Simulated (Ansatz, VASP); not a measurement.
**Two plane-wave programs on Si**

```
Si
1.0
     0.00000    2.72185    2.72185
     2.72185    0.00000    2.72185
     2.72185    2.72185    0.00000
Si
2
Direct
  0.50000 0.50000 0.50000
  0.75000 0.75000 0.75000
```

Alike in both runs: task relaxation of cell and atoms; functional PBEsol; k mesh 8 × 8 × 8; occupations fermi-dirac, width 0.05 eV; no spin polarisation.

|  | VASP | Ansatz |
| --- | --- | --- |
| version | VASP 6.6.1 | Ansatz 0.2.0 |
| potentials or method | VASP PAW PBE potentials, release 64 (Si) | Ansatz PAW |
| plane-wave cutoff (eV) | 600 | 420 |
| valence electrons in the cell | 8 | 8 |

Ansatz gave:

| Property | Result |
| --- | --- |
| gap on the k mesh at the Fermi level, each at its own relaxed structure (eV) | 0.51 |
| relaxed volume (Å³/atom) | 20.06 |
| relaxed cell length with the largest relative difference (Å) | 3.842 |

Q: What did VASP give for the same quantities?

A: gap on the k mesh at the Fermi level, each at its own relaxed structure (eV): 0.51; relaxed volume (Å³/atom): 20.08; relaxed cell length with the largest relative difference (Å): 3.844.

Caveats: the PAW data sets were made with another functional, which shifts forces and pressure a little (VASP); the plane-wave basis is chosen anew once the cell has moved, so the energies of steps on either side of that aren't comparable (Ansatz); the PAW data sets come from PBE, with cores solved anew for the run's functional, which leaves a small shift of forces and pressure (Ansatz). A k mesh can miss the band edges. As with any semilocal functional, this PBEsol gap is likely too small.
